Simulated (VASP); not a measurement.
**CeO: single point with LDA**

Crystal: CeO.

```
CELL_PARAMETERS angstrom
1.23186 0.71121 3.93039
-1.23186 0.71121 3.93039
0.00000 -1.42242 3.93039
ATOMIC_POSITIONS crystal
Ce 0.50000 0.50000 0.50000
O 0.00000 0.00000 0.00000
```

The cell comes from a database or a generator and needn't be the stable form of this composition.

```
Program                : VASP 6.6.1
Task                   : single point
Functional             : LDA
Potentials or basis    : VASP PAW LDA potentials, release 64 (Ce, O)
Cutoff                 : 520 eV
k mesh                 : 9 × 9 × 9
Occupations            : gaussian, width 0.05 eV
Spin                   : collinear spin, ferromagnetic start
Starting moments       : [1.0, 0.0] μB
Fixed moment           : 0 μB
Further INCAR settings : ALGO = Normal; EDIFF = 1e-06; NBANDS = 20
```

- Pressure: 110.9 GPa
- Net moment: 0.00 μB per cell
- Valence electrons inside the program's atomic spheres: Ce 11.64; O 4.97

Stress tensor (GPa, compression positive):
```
192.36   0.00   0.00
  0.00 192.36   0.00
  0.00   0.00 -51.99
```

Run time: 2.2 min on 1 thread of Intel(R) Xeon(R) Platinum 8488C (Sapphire Rapids), with other jobs on the host, peak memory 0.22 GiB.

Caveat: the magnetic or orbital state may not be the lowest; a pressure of tens of GPa on the cell as given is suspect, and the run, the potentials or the cell itself is likely at fault; the total moment is fixed, so each spin has its own Fermi level. The state reached can hang on the start; a lower one may exist.
